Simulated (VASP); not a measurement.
Crystal: Ni.

```
Ni
1.0
    -1.39676    1.39676    1.39676
     1.39676   -1.39676    1.39676
     1.39676    1.39676   -1.39676
Ni
1
Direct
  0.00000 0.00000 0.00000
```

This isn't the form of Ni at room conditions, which is fcc.

| Quantity | Value |
| --- | --- |
| Program | VASP 6.6.1 |
| Task | relaxation of cell and atoms |
| Functional | PBEsol |
| Potentials or basis | VASP PAW PBE potentials, release 64 (Ni) |
| Cutoff | 600 eV |
| k mesh | 20 × 20 × 20 |
| Occupations | gaussian, width 0.1 eV |
| Spin | collinear spin, ferromagnetic start |
| Starting moments | [1.0] μB |

At the start: pressure -8.2 GPa; volume 10.90 Å³/atom.

Q: How do energy, volume and symmetry change on relaxing?

A: Over 3 steps the energy falls by 11.7 meV/atom and the volume is 10.46 Å³/atom (-4.0 %); space group Im-3m (No. 229, to 0.05 Å); moment 0.54 μB per cell.

Step by step:
| step | energy change (eV) | largest force (eV/Å) | pressure (GPa) | volume (Å³) |
| --- | --- | --- | --- | --- |
| 1 | 0.0000 | 0.0000 | -8.19 | 10.90 |
| 2 | 0.0003 | 0.0000 | 9.70 | 10.04 |
| 3 | -0.0117 | 0.0000 | -0.04 | 10.46 |

Final structure:
```cif
data_structure
_symmetry_space_group_name_H-M 'P 1'
_symmetry_Int_Tables_number 1
_cell_length_a 2.3863
_cell_length_b 2.3863
_cell_length_c 2.3863
_cell_angle_alpha 109.471
_cell_angle_beta 109.471
_cell_angle_gamma 109.471
_cell_volume 10.46
loop_
_atom_site_label
_atom_site_type_symbol
_atom_site_fract_x
_atom_site_fract_y
_atom_site_fract_z
_atom_site_occupancy
Ni1 Ni 0.00000 0.00000 0.00000 1
```

Caveat: the PAW data sets were made with another functional, which shifts forces and pressure a little.
